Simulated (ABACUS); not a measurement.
Runs of ABACUS 3.10.1 on V. Symmetry: Im-3m, No. 229, cubic system. The conventional cell has a = 3.029 Å, b = 3.029 Å, c = 3.029 Å, α = 90.00°, β = 90.00°, γ = 90.00°. V (site symmetry m-3m) is surrounded by 8 V at 2.62 Å. 

```csv
task,level,potentials or basis,cell,k mesh,cutoff (eV),SCF threshold on the density,eigensolver,symmetry key,orbital files,path,gap on the mesh (eV),pressure (GPa),moment (μB),V0 of scaled cells (Å³/atom),B0 (GPa)
single point,SOGGA,"GBRV ultrasoft 1.5 PBE, plane waves",as given,10 × 10 × 10,544,1e-08,dav,1,-,-,none,(a),0.00,-,-
relaxation of cell and atoms,LDA,"PseudoDojo NC SR 0.4.1 LDA stringent, DZP LCAO (the cutoffs set its grid)",relaxed,11 × 11 × 11,1361,1e-07,genelpa,1,V V_confined-atom_7au_3s2p2d1f.orb,-,-,0.0,0.00,-,-
single point,PBEsol,"PseudoDojo NC SR 0.5 PBE stringent, DZP LCAO (the cutoffs set its grid)",as given,11 × 11 × 11,1361,1e-07,genelpa,1,V V_confined-atom_7au_3s2p2d1f.orb,-,none,-10.9,0.00,-,-
single point,LDA,"PseudoDojo NC SR 0.4.1 LDA stringent, DZP LCAO (the cutoffs set its grid)",as given,11 × 11 × 11,1361,1e-07,genelpa,1,V V_confined-atom_7au_3s2p2d1f.orb,-,none,-16.4,0.00,-,-
equation of state,OLYP,"PseudoDojo NC SR 0.5 PBE stringent, plane waves",as given,10 × 10 × 10,1143,1e-08,dav,1,-,-,-,-,-,13.41,180
single point,RPBE,"SG15 ONCV 1.2 PBE, plane waves",as given,10 × 10 × 10,1143,1e-08,dav,1,-,-,none,-0.4,0.00,-,-
equation of state,RPBE,"SG15 ONCV 1.2 PBE, plane waves",as given,10 × 10 × 10,1143,1e-08,dav,1,-,-,-,-,-,(c),(b)
```

Alike in all rows: spin collinear, ferromagnetic start; smearing fermi-dirac 0.05 eV.

Question: Estimate the missing entries.

Answer: (a) -12.4; (b) 175; (c) 13.86.

Caveats: the potentials were made for another functional, which shifts forces and pressure (some runs); the atomic orbitals were generated for these runs and aren't a published set (some runs); the basis of atomic orbitals isn't converged, which shifts pressures, moduli and gaps (some runs); so large a pressure means that the cell lies far from this level's equilibrium, or that cutoff or potentials fall short (some runs).

A gap of «none» marks a metal or a gap under the smearing width.

Runs at the PBE level aren't shown here.
